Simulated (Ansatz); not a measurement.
# InO3: from a trial structure to a relaxed crystal

Method: DFT r2SCAN, scalar-relativistic, plane waves, PAW (Ansatz). Cutoff 500 eV, Γ-centred k mesh, Gaussian smearing, collinear spin, first started from parallel moments.

The start puts InO3 on the Cu3Au (L1_2) structure type (Pm-3m, No. 221), with In in place of Au, O in place of Cu, at a guessed volume.

```
CELL_PARAMETERS angstrom
3.57780 0.00000 0.00000
0.00000 3.57780 0.00000
0.00000 0.00000 3.57780
ATOMIC_POSITIONS crystal
In 0.00000 0.00000 0.00000
O 0.00000 0.50000 0.50000
O 0.50000 0.00000 0.50000
O 0.50000 0.50000 0.00000
```

Steps on the 6×6×6 mesh (4 atoms). 5 of 5 steps are shown, and the free energy counts from the last. Trial steps that were taken back and renewals of the plane-wave basis can be among the rows.

```csv
step,ΔF (meV/atom),V (Å³/atom),P (GPa)
1,76.2,11.45,-15.76
2,1.7,9.86,4.02
3,-0.7,10.14,-1.05
4,-0.9,10.08,-0.02
5,0.0,10.08,0.05
```

A final relaxation ran on a 14×14×14 mesh. The relaxed crystal, Pm-3m (No. 221):

Space group Pm-3m (No. 221). a = 3.429 Å, b = 3.429 Å, c = 3.429 Å, α = 90.00°, β = 90.00°, γ = 90.00°
| atom | site | symmetry | x | y | z |
| --- | --- | --- | --- | --- | --- |
| In | 1a | m-3m | 0.0000 | 0.0000 | 0.0000 |
| O | 3c | 4/mm.m | 0.0000 | 0.5000 | 0.5000 |

```
Volume per atom          : 10.08 Å³
Density                  : 6.71 g/cm³
Energy over the elements : 0.07 eV/atom
Gap on the 14×14×14 mesh : 0 eV (a metal)
Net moment per atom      : 0.75 μB
Largest site moment      : 1.03 μB
```

Energies over the elements count from the elements' standard structures at the same level (O₂ as a molecule), with no empirical corrections.

The final run used a 14×14×14 mesh on its 4-atom cell and 0.10 eV smearing. The k mesh leaves about 4 meV/atom of noise in metals. The magnetic state reached may not be the lowest.

Symmetry constrained the relaxation, so the result can be a saddle point.

Cost: 3 runs of about 2.3 core-minutes in all, on Intel Xeon Platinum 8259CL (Skylake/Cascade Lake) (shared hosts).